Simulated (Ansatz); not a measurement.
The calculation used DFT, RPBE, plane waves (420 eV) with PAW, scalar-relativistic in Ansatz. The PAW files were generated under PBE, with cores re-solved for the functional.

An element in the bcc structure gives this curve. The cell is scaled uniformly from the relaxed one, with fractional coordinates and shape fixed. Energies are extrapolated to zero smearing, pressures are those at the given smearing. Magnetic state: spin not included.

```csv
V (Å³/atom),E − E₀ (meV/atom),P (GPa)
20.702,95.2,12.75
21.643,38.0,7.73
22.584,7.7,3.51
23.525,0.2,-0.06
24.466,11.9,-3.08
25.407,39.9,-5.65
26.348,81.7,-7.83
```

Question: Which element is it?
A. lithium
B. gallium
C. zirconium
D. cadmium

Answer: C. Its fit is V₀ = 23.40 Å³/atom, B₀ = 83 GPa, B₀′ = 3.1.
